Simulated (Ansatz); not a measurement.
**Relativity in O**

```
O
1.0
     1.42335    0.82177    3.40830
    -1.42335    0.82177    3.40830
     0.00000   -1.64354    3.40830
O
2
Direct
  0.05770 0.05770 0.05770
  0.94230 0.94230 0.94230
```

Atom numbers follow the list: O1, O2.

The geometry is COD entry 2106431, unchecked; take it as a test cell.

Solid oxygen carries moments on its molecules; these runs leave spin out.

One fixed cell is solved with PBE by LAPW (all electrons) in Ansatz 0.2.0 under different relativistic treatments. Pressure is positive in compression.

Settings: a Γ-centred 10×10×10 k mesh, Fermi–Dirac smearing of 0.02 eV, basis error target 0.5 meV/atom, no spin polarisation.

| setting | P (GPa) | force O1 z (eV/Å) | lowest level at Γ above −25 eV, from the valence-band top or, without a gap, the Fermi level (eV) |
| --- | --- | --- | --- |
| scalar-relativistic | 5.36 | 2.628 | -13.96 |
| non-relativistic | 5.35 | 2.616 | -13.90 |
